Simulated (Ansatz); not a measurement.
## Zinc-blende AlSb

The numbers are results of PBE-D3(BJ) (PAW; Ansatz, an electronic-structure program), not measurements.

Settings: plane-wave cutoff 500 eV, 10×10×10 k mesh, gaussian smearing 0.02 eV, scalar-relativistic PAW data made under PBE.

Cell (relaxed at this level):

```
CELL_PARAMETERS angstrom
      0.00000     3.07452     3.07452
      3.07452     0.00000     3.07452
      3.07452     3.07452     0.00000
ATOMIC_POSITIONS crystal
  Al 0.00000 0.00000 0.00000
  Sb 0.25000 0.25000 0.25000
```

```yaml
band_gap: 1.24 eV (on the SCF k mesh)
```

Measured, for comparison: band gap 1.73 eV (zero-point renormalisation of 35 meV (experimental, the table's column) added back here, indirect; inputs from Miglio et al. (2020), arXiv:2011.12765).

Spin–orbit coupling is not included; with these elements it can move the gap by several tenths of an eV or more.

Static lattice: no zero-point or thermal effects.
